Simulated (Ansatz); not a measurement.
A surface is cut from this relaxed crystal of Ti:

```
CELL_PARAMETERS angstrom
2.93905 0.00000 0.00000
-1.46953 2.54529 0.00000
0.00000 0.00000 4.64936
ATOMIC_POSITIONS crystal
Ti 0.33333 0.66667 0.25000
Ti 0.66667 0.33333 0.75000
```

Miller indices refer to the conventional cell of P6_3/mmc (No. 194), a = 2.939 Å, b = 2.939 Å, c = 4.649 Å, α = 90.00°, β = 90.00°, γ = 120.00°.

Consider the (001) slab of 6 planes, 11.6 Å thick with 15 Å of vacuum as cut; outer planes Ti (top) and Ti (bottom), all atoms relaxed.

Computed with DFT PBE, scalar-relativistic, plane waves, PAW in Ansatz 0.2.0. Plane waves to 420 eV, a k mesh through Γ of 12×12×1 on the computed 6-atom cell and Gaussian smearing (0.10 eV); no spin polarisation. The cell repeats along c with a dipole correction in the vacuum.

Q: Estimate the surface energy (mean of both faces).

A: 1.98 J/m².

Q: Predict the work function.

A: 4.40 eV.

Q: The top two planes lie 2.325 Å apart in the bulk. How does relaxation change this?

A: The spacing becomes 2.160 Å (-7.1 %).